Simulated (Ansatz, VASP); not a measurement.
# CdTe in two plane-wave programs, part 2 of 2

Aim: how closely do two programs agree when they are given the same cell, functional and k mesh? The cell is taken from a series of VASP runs on this material, whose earlier steps may have relaxed, scaled or displaced it; both programs get it as it stands.

VASP 6.6.1 and Ansatz 0.2.0.

So far. Step 2 (VASP: single point, PBE with D3(BJ)): The run ends at a pressure of 0.02 GPa. Step 3 (Ansatz: single point, PBE with D3(BJ)): The run ends at a pressure of 0.19 GPa.

### Step 7. VASP: band structure, PBE with D3(BJ)

Level of this step: PBE with D3(BJ); plane waves and PAW (Cd, Te) (VASP).

The same cell, functional, mesh and smearing now go to VASP, with its own data sets and cutoff.

File INCAR:

```
SYSTEM = CdTe
PREC = Accurate
ENCUT = 400
EDIFF = 1E-06
NELM = 100
ISMEAR = 0
SIGMA = 0.05
LREAL = .FALSE.
ALGO = Normal
GGA = PE
IVDW = 12
NBANDS = 21
LORBIT = 11
LWAVE = .FALSE.
LCHARG = .FALSE.
KPAR = 2
```

File POSCAR:

```
CdTe
1.0
    0.0000000000      3.2547367159      3.2547367159
    3.2547367159      0.0000000000      3.2547367159
    3.2547367159      3.2547367159      0.0000000000
Cd Te
1 1
Direct
    0.0000000000      0.0000000000      0.0000000000
    0.2500000000      0.2500000000      0.2500000000
```

File KPOINTS:

```
Automatic mesh
0
Gamma
5 5 5
0 0 0
```

File KPOINTS_OPT:

```
Line mode
16
Line-mode
Reciprocal
  0.00000000   0.00000000   0.00000000 GAMMA
  0.50000000   0.00000000   0.50000000 X

  0.50000000   0.00000000   0.50000000 X
  0.50000000   0.25000000   0.75000000 W

  0.50000000   0.25000000   0.75000000 W
  0.37500000   0.37500000   0.75000000 K

  0.37500000   0.37500000   0.75000000 K
  0.00000000   0.00000000   0.00000000 GAMMA

  0.00000000   0.00000000   0.00000000 GAMMA
  0.50000000   0.50000000   0.50000000 L

  0.50000000   0.50000000   0.50000000 L
  0.62500000   0.25000000   0.62500000 U

  0.62500000   0.25000000   0.62500000 U
  0.50000000   0.25000000   0.75000000 W

  0.50000000   0.25000000   0.75000000 W
  0.50000000   0.50000000   0.50000000 L

  0.50000000   0.50000000   0.50000000 L
  0.37500000   0.37500000   0.75000000 K

  0.62500000   0.25000000   0.62500000 U
  0.50000000   0.00000000   0.50000000 X
```

PAW data sets: Cd and Te (PBE family, release 64).

On the command line:

```console
> mpirun -np 2 vasp_std
```

Numbers of over 12 decimals in the logs are rounded to 6 here.

Log:

```text
[banner, memory and clock lines left out]
running    2 mpi-ranks, on    1 nodes
[...]
LDA part: xc-table for (Slater+PW92), standard interpolation
 POSCAR, INCAR and KPOINTS ok, starting setup
[...]
entering main loop
       N       E                     dE             d eps       ncg     rms          rms(c)
DAV:   1     0.904600055861E+02    0.90460E+02   -0.69833E+03   420   0.599E+02
DAV:   2    -0.153582278795E+01   -0.91996E+02   -0.87210E+02   480   0.178E+02
DAV:   3    -0.497334375304E+01   -0.34375E+01   -0.34236E+01   493   0.350E+01
DAV:   4    -0.500478478627E+01   -0.31441E-01   -0.31438E-01   554   0.298E+00
[...]
DAV:  10    -0.476828292706E+01   -0.38654E-04   -0.10572E-04   501   0.961E-02    0.568E-02
DAV:  11    -0.476831838980E+01   -0.35463E-04   -0.65563E-05   470   0.424E-02    0.360E-02
DAV:  12    -0.476831796413E+01    0.42567E-06   -0.20231E-06   477   0.977E-03
   1 F= -.54416266E+01 E0= -.54416266E+01  d E =-.110770E-11
 Start KPOINTS_OPT (optional k-point list driver)
k-point batch [1-10\160]
       N       E                     dE             ncg
DAV:   1     0.333524366157E+03   -0.73428E+03      428
DAV:   2    -0.641932175680E+03   -0.97546E+03      495
DAV:   3    -0.680860022700E+03   -0.38928E+02      490
DAV:   4    -0.681175244329E+03   -0.31522E+00      564
DAV:   5    -0.681177228787E+03   -0.19845E-02      500
DAV:   6    -0.681177275561E+03   -0.46774E-04      558
DAV:   7    -0.681177276564E+03   -0.10037E-05      438
DAV:   8    -0.681177276602E+03   -0.37406E-07      348
[...]
k-point batch [151-160\160]
       N       E                     dE             ncg
DAV:   1     0.125334268880E+03   -0.47101E+04      444
DAV:   2    -0.734337438204E+03   -0.85967E+03      481
DAV:   3    -0.763964856723E+03   -0.29627E+02      523
DAV:   4    -0.764249226254E+03   -0.28437E+00      573
DAV:   5    -0.764249937281E+03   -0.71103E-03      534
DAV:   6    -0.764249946975E+03   -0.96936E-05      564
DAV:   7    -0.764249947112E+03   -0.13695E-06      467
```

From OUTCAR (step 7):

```text
 Edisp (eV)   -0.67331

  Total       0.00861     0.00861     0.00861    -0.00000     0.00000    -0.00000
  in kB       0.20010     0.20010     0.20010    -0.00000     0.00000    -0.00000
  external pressure =        0.20 kB  Pullay stress =        0.00 kB

  FREE ENERGIE OF THE ION-ELECTRON SYSTEM (eV)
  ---------------------------------------------------
  free  energy   TOTEN  =        -5.4416265936 eV

  energy  without entropy=       -5.4416265936  energy(sigma->0) =       -5.44162659

[... 2 parts as in an earlier step ...]

[... 2 further parts left out ...]
[key lines of the parts left out:]
E-fermi :   2.4627
```

The run ends at a pressure of 0.02 GPa.

### Step 8. Side by side

Both answers:

| quantity | Ansatz | VASP | difference |
| --- | --- | --- | --- |
| pressure (GPa) | 0.19 | 0.02 | +0.17 |
| gap over the path points (eV) | 0.728 | 0.725 | +0.004 |

Levels at points of the path, from each program's valence-band top (eV; 4 filled, then empty):

```csv
k (reciprocal lattice),Ansatz,VASP
0.000 0.000 0.000,-7.99 0.00 0.00 0.00 0.73 4.62 4.62,-8.00 0.00 0.00 0.00 0.72 4.60 4.60
0.167 0.000 0.167,-7.99 -1.73 -0.59 -0.59 2.45 3.74 5.55,-8.00 -1.73 -0.59 -0.59 2.45 3.73 5.54
0.333 0.000 0.333,-7.80 -3.43 -1.46 -1.46 2.75 3.16 7.32,-7.81 -3.44 -1.46 -1.46 2.74 3.16 7.32
0.500 0.000 0.500,-7.51 -4.24 -1.82 -1.82 2.64 2.68 8.75,-7.52 -4.25 -1.82 -1.82 2.63 2.67 8.77
0.500 0.083 0.583,-7.50 -4.21 -1.94 -1.91 2.96 2.98 8.05,-7.50 -4.22 -1.94 -1.91 2.95 2.96 8.05
0.500 0.183 0.683,-7.45 -4.14 -2.20 -2.09 3.84 4.02 6.37,-7.46 -4.15 -2.20 -2.10 3.84 4.01 6.37
0.500 0.250 0.750,-7.44 -4.12 -2.27 -2.14 4.21 4.69 5.55,-7.45 -4.13 -2.27 -2.14 4.20 4.68 5.54
0.450 0.300 0.750,-7.45 -4.12 -2.39 -1.88 3.69 4.54 6.11,-7.46 -4.13 -2.40 -1.89 3.68 4.54 6.10
0.408 0.342 0.750,-7.47 -4.14 -2.47 -1.60 3.09 4.51 6.89,-7.47 -4.14 -2.48 -1.60 3.08 4.51 6.89
0.350 0.350 0.700,-7.49 -4.10 -2.55 -1.38 3.00 4.92 7.07,-7.49 -4.11 -2.56 -1.38 2.98 4.92 7.05
```

Among the levels compared at these points, filled levels agree within 9 meV and empty ones within 23 meV. Ansatz's pressure holds a Pulay correction of 0.04 GPa; VASP's holds none.

### Step 9. Other set-ups

Further runs change the set-up of one program: Ansatz's method, potentials or start, or VASP's data sets, cutoff or form of LDA. The table gives Ansatz less VASP for each quantity, since a change that brings one quantity closer may part another.

```
                              run  pressure (GPa)  gap over the path points (eV)
                         as above            0.17                         0.0038
Ansatz's all-electron LAPW method            0.18                         0.0035
```

### Step 10. VASP: band structure, PBE with D3(BJ), spin-orbit coupling

Levels along a path test the potential and the projectors away from the mesh points.

Edit INCAR of step 7 so:

```diff
@@ -11,3 +11,8 @@
 IVDW = 12
-NBANDS = 21
+LNONCOLLINEAR = .TRUE.
+MAGMOM = 0 0 0 0 0 0
+NBANDS = 30
+GGA_COMPAT = .FALSE.
+LASPH = .TRUE.
+LSORBIT = .TRUE.
 LORBIT = 11
```

POSCAR is that of step 7.

File KPOINTS:

```
Automatic mesh
0
Gamma
4 4 4
0 0 0
```

KPOINTS_OPT is that of step 7.

On the command line:

```console
> mpirun -np 2 vasp_ncl
```

Log:

```text
[... set-up lines as in an earlier step ...]
 entering main loop
       N       E                     dE             d eps       ncg     rms          rms(c)
DAV:   1     0.944553293066E+02    0.94455E+02   -0.68888E+03   600   0.838E+02
DAV:   2    -0.682432729339E+00   -0.95138E+02   -0.91598E+02   710   0.238E+02
DAV:   3    -0.504357897907E+01   -0.43611E+01   -0.43372E+01   718   0.514E+01
DAV:   4    -0.509895367779E+01   -0.55375E-01   -0.55366E-01   746   0.502E+00
[...]
DAV:  11    -0.485041440381E+01   -0.30118E-04   -0.31309E-05   734   0.598E-02    0.288E-02
DAV:  12    -0.485044348092E+01   -0.29077E-04   -0.39839E-05   624   0.356E-02    0.194E-02
DAV:  13    -0.485044440794E+01   -0.92702E-06   -0.61467E-07   620   0.686E-03
   1 F= -.55237530E+01 E0= -.55237530E+01  d E =-.225540E-11  mag=    -0.0000     0.0000    -0.0000
 Start KPOINTS_OPT (optional k-point list driver)
k-point batch [1-10\160]
       N       E                     dE             ncg
DAV:   1     0.378514860147E+03   -0.37972E+03      608
DAV:   2    -0.633037773888E+03   -0.10116E+04      674
DAV:   3    -0.680429426904E+03   -0.47392E+02      684
DAV:   4    -0.681069681491E+03   -0.64025E+00      764
DAV:   5    -0.681076641158E+03   -0.69597E-02      684
DAV:   6    -0.681076853898E+03   -0.21274E-03      764
DAV:   7    -0.681076858643E+03   -0.47457E-05      692
DAV:   8    -0.681076858792E+03   -0.14892E-06      484
[...]
k-point batch [151-160\160]
       N       E                     dE             ncg
DAV:   1     0.205635921279E+03   -0.46374E+04      616
DAV:   2    -0.725619467919E+03   -0.93126E+03      700
DAV:   3    -0.763677570719E+03   -0.38058E+02      752
DAV:   4    -0.764112858621E+03   -0.43529E+00      804
DAV:   5    -0.764116690245E+03   -0.38316E-02      734
DAV:   6    -0.764116777377E+03   -0.87132E-04      828
DAV:   7    -0.764116779535E+03   -0.21579E-05      654
DAV:   8    -0.764116779598E+03   -0.63726E-07      526
```

Parts of OUTCAR (step 10):

```text
 Edisp (eV)   -0.67331

  Total       0.09003     0.09003     0.09003     0.00000     0.00000    -0.00000
  in kB       2.09180     2.09180     2.09180     0.00000     0.00000    -0.00000
  external pressure =        2.09 kB  Pullay stress =        0.00 kB

 POSITION                                       TOTAL-FORCE (eV/Angst)
 -----------------------------------------------------------------------------------
      0.00000      0.00000      0.00000        -0.000000     -0.000000     -0.000000
      1.62737      1.62737      1.62737         0.000000      0.000000      0.000000
 -----------------------------------------------------------------------------------
    total drift:                                0.000000      0.000000      0.000000

  FREE ENERGIE OF THE ION-ELECTRON SYSTEM (eV)
  ---------------------------------------------------
  free  energy   TOTEN  =        -5.5237530374 eV

  energy  without entropy=       -5.5237530374  energy(sigma->0) =       -5.52375304

 magnetization (x)
# of ion       s       p       d       tot
------------------------------------------
    1       -0.000  -0.000  -0.000  -0.000
    2       -0.000  -0.000   0.000  -0.000
--------------------------------------------------
tot         -0.000  -0.000  -0.000  -0.000

 magnetization (y)
# of ion       s       p       d       tot
------------------------------------------
    1        0.000   0.000  -0.000  -0.000
    2        0.000   0.000   0.000   0.000
--------------------------------------------------
tot          0.000   0.000  -0.000   0.000

 magnetization (z)
# of ion       s       p       d       tot
------------------------------------------
    1       -0.000  -0.000   0.000  -0.000
    2       -0.000   0.000  -0.000  -0.000
--------------------------------------------------
tot         -0.000   0.000   0.000  -0.000

[... 1 part as in an earlier step ...]

[... 2 further parts left out ...]
[key lines of the parts left out:]
E-fermi :   2.7526
```

The run ends at a pressure of 0.21 GPa.

### Step 11. Ansatz: band structure, PBE with D3(BJ), spin-orbit coupling

The same cell, functional, mesh and smearing now go to Ansatz, which takes its cutoff from its data sets.

The cell is taken from a series of VASP runs on this material, whose earlier steps may have relaxed, scaled or displaced it; both programs get it as it stands.

File input.yaml:

```yaml
crystal:
  lattice:
    - [0.0, 3.2547367159, 3.2547367159]
    - [3.2547367159, 0.0, 3.2547367159]
    - [3.2547367159, 3.2547367159, 0.0]
  atoms:
    - { symbol: Cd, position: [0.0, 0.0, 0.0] }
    - { symbol: Te, position: [0.25, 0.25, 0.25] }
hamiltonian:
  xc: pbe
  pseudopotentials: { kind: paw_fr }
  dispersion: d3bj
magnetization:
  noncollinear: true
  spin_orbit: true
kpoints:
  mp_grid: { grid: [4, 4, 4] }
  band_path:
    path:
      - [0.0, 0.0, 0.0]
      - [0.16667, 0.0, 0.16667]
      - [0.33333, 0.0, 0.33333]
      - [0.5, 0.0, 0.5]
      - [0.5, 0.08333, 0.58333]
      - [0.5, 0.18333, 0.68333]
      - [0.5, 0.25, 0.75]
      - [0.45, 0.3, 0.75]
      - [0.40833, 0.34167, 0.75]
      - [0.35, 0.35, 0.7]
      - [0.225, 0.225, 0.45]
      - [0.075, 0.075, 0.15]
      - [0.03333, 0.03333, 0.03333]
      - [0.23333, 0.23333, 0.23333]
      - [0.4, 0.4, 0.4]
      - [0.51667, 0.46667, 0.51667]
      - [0.55833, 0.38333, 0.55833]
      - [0.60833, 0.28333, 0.60833]
      - [0.60833, 0.25, 0.64167]
      - [0.55833, 0.25, 0.69167]
      - [0.51667, 0.25, 0.73333]
      - [0.5, 0.3, 0.7]
      - [0.5, 0.38333, 0.61667]
      - [0.5, 0.48333, 0.51667]
      - [0.475, 0.475, 0.55]
      - [0.425, 0.425, 0.65]
      - [0.38333, 0.38333, 0.73333]
      - [0.59167, 0.18333, 0.59167]
      - [0.55, 0.1, 0.55]
      - [0.5, 0.0, 0.5]
    npoints: 1
scf:
  occupations: { method: gaussian, width: 0.05 }
  n_extra_bands: 14
output:
  forces: true
  stress: true
  eigenvalues: true
  write_density: true
  write_potential: true
  elf: true
  volumetric_format: npy
```

On the command line:

```console
> ansatz run input.yaml --threads 2 --pin off --max-ram 4608MiB --backend cpu --events-out ev --progress --plain --runs-dir out
```

Log:

```text
[...]
non-collinear run that drives no moment, with spin-orbit: no starting moment large enough to seed its density (crystal.atoms[].spin), no starting occupations that ask for one, no magnetisation constraint and no magnetic field, so the semilocal B_xc is pinned to zero
Crystal: 2 atoms, lattice volume = 68.957 Å³
[...]
k-point 1: bands = [... 32 lower, 6.6114, 6.6114, 7.1331, 7.1513, 9.2629, 9.2629, 12.3334, 12.3334, ... 10 higher]
  k-point 2: bands = [... 32 lower, 6.2697, 6.2697, 6.7951, 6.7951, 9.1007, 9.1007, 12.4175, 12.4175, ... 10 higher]
  k-point 7: bands = [... 32 lower, 4.7249, 5.1885, 5.1947, 5.2238, 11.2755, 11.6742, 11.9723, 12.0255, ... 10 higher]
[key lines of the parts left out:]
SCF converged after 7 iterations
Magnetization: |M| = 0.0000 μB,  M = (+0.0000, +0.0000, +0.0000) μB
Free energy (F): -15241.331263 eV
Fermi energy:    7.803973 eV
P = ⅓ Tr σ = 0.3597 GPa (3.597 kbar)
```

Elapsed: 14 s, on 2 threads of Arm Neoverse V1, shared host; peak memory 0.49 GiB; 27 s of CPU time.

### Step 12. Differences

What differs besides the data sets and the points named for the pairs above, as far as they apply: spin-orbit coupling enters by fully relativistic files in Ansatz and inside the spheres in VASP; the data sets hold 36 valence electrons in Ansatz (fully relativistic PAW (standard-fr) files) and 18 in VASP. Total energies have different zeros and are not compared.

Both answers:

```csv
quantity,Ansatz,VASP,difference
pressure (GPa),0.36,0.21,+0.15
gap over the path points (eV),0.452,0.449,+0.004
```

Levels at points of the path, from each program's valence-band top (eV; 8 filled, then empty):

| k (reciprocal lattice) | Ansatz | VASP |
| --- | --- | --- |
| 0.000 0.000 0.000 | -8.10 -8.10 -0.86 -0.86 0.00 0.00 0.00 0.00 0.45 0.45 4.09 4.09 4.44 4.44 | -8.10 -8.10 -0.83 -0.83 0.00 0.00 0.00 0.00 0.45 0.45 4.09 4.09 4.42 4.42 |
| 0.167 0.000 0.167 | -8.06 -8.06 -2.08 -2.08 -1.06 -1.06 -0.65 -0.65 2.18 2.18 3.44 3.44 5.22 5.22 | -8.07 -8.07 -2.08 -2.08 -1.05 -1.05 -0.65 -0.65 2.19 2.19 3.44 3.44 5.21 5.21 |
| 0.333 0.000 0.333 | -7.90 -7.90 -3.74 -3.74 -1.92 -1.92 -1.57 -1.57 2.46 2.46 2.88 2.88 6.92 6.92 | -7.91 -7.91 -3.74 -3.74 -1.92 -1.92 -1.57 -1.57 2.46 2.46 2.88 2.88 6.92 6.92 |
| 0.500 0.000 0.500 | -7.67 -7.67 -4.55 -4.55 -2.28 -2.28 -1.94 -1.94 2.35 2.35 2.40 2.40 8.29 8.29 | -7.68 -7.68 -4.55 -4.55 -2.27 -2.27 -1.94 -1.94 2.35 2.35 2.39 2.39 8.32 8.32 |
| 0.500 0.083 0.583 | -7.69 -7.62 -4.57 -4.47 -2.46 -2.28 -2.06 -2.03 2.61 2.67 2.69 2.76 7.60 7.76 | -7.70 -7.63 -4.57 -4.47 -2.45 -2.28 -2.06 -2.03 2.60 2.67 2.69 2.75 7.61 7.77 |
| 0.500 0.183 0.683 | -7.68 -7.56 -4.55 -4.33 -2.77 -2.39 -2.29 -2.28 3.38 3.69 3.73 3.75 6.02 6.13 | -7.69 -7.57 -4.55 -4.34 -2.76 -2.39 -2.30 -2.29 3.39 3.69 3.73 3.75 6.02 6.13 |
| 0.500 0.250 0.750 | -7.68 -7.54 -4.55 -4.29 -2.85 -2.39 -2.38 -2.35 3.70 4.10 4.40 4.45 5.16 5.35 | -7.68 -7.55 -4.54 -4.30 -2.84 -2.39 -2.38 -2.35 3.71 4.10 4.40 4.45 5.16 5.34 |
| 0.450 0.300 0.750 | -7.69 -7.56 -4.55 -4.31 -2.89 -2.55 -2.17 -2.08 3.29 3.48 4.18 4.35 5.76 5.87 | -7.70 -7.56 -4.54 -4.31 -2.88 -2.56 -2.17 -2.09 3.30 3.47 4.19 4.35 5.76 5.87 |
| 0.408 0.342 0.750 | -7.70 -7.57 -4.55 -4.32 -2.94 -2.64 -1.89 -1.83 2.76 2.83 4.13 4.32 6.54 6.62 | -7.71 -7.58 -4.55 -4.33 -2.93 -2.64 -1.89 -1.83 2.75 2.83 4.14 4.32 6.54 6.62 |
| 0.350 0.350 0.700 | -7.72 -7.58 -4.53 -4.28 -3.02 -2.71 -1.66 -1.63 2.68 2.74 4.50 4.76 6.70 6.77 | -7.73 -7.59 -4.53 -4.29 -3.02 -2.71 -1.66 -1.63 2.67 2.73 4.51 4.76 6.70 6.76 |

Among the levels compared at these points, filled levels agree within 28 meV and empty ones within 34 meV. Ansatz's pressure holds a Pulay correction of 0.04 GPa; VASP's holds none.

### Step 13. Outcome

```yaml
difference_in_gap_on_the_k_mesh_single_point_pbe_with_d3_bj: 0.0033 eV
difference_in_gap_over_the_path_points_band_structure_pbe_with_d3_bj: 0.0038 eV
difference_in_gap_over_the_path_points_band_structure_pbe_with_d3_bj_spin_orbit_coupling: 0.0036 eV
```

In words: The difference in gap over the path points is 0.0038 eV (band structure, PBE with D3(BJ)), within the 0.08 eV picked in this series as the mark of a large difference. For single point, PBE with D3(BJ), no further run moves any of the tabulated differences by more than a quarter of its size. For band structure, PBE with D3(BJ), no further run moves any of the tabulated differences by more than a quarter of its size. Such differences can come from data sets, numerical settings and the points named under the comparisons, not from the functional's error against experiment.

[Lines on the potential files, build, host, timing and source positions are cut from VASP's logs without a mark.]

[Logs are printed without paths, hosts, clocks, repeated set-up lines and the standing remarks that a program may print on its own settings, such as how far it seeks lower states.]

[Hosts, paths, dates, database ids (printed as entryN), source tags and the programs' standing remarks are cut or masked in the printed files.]
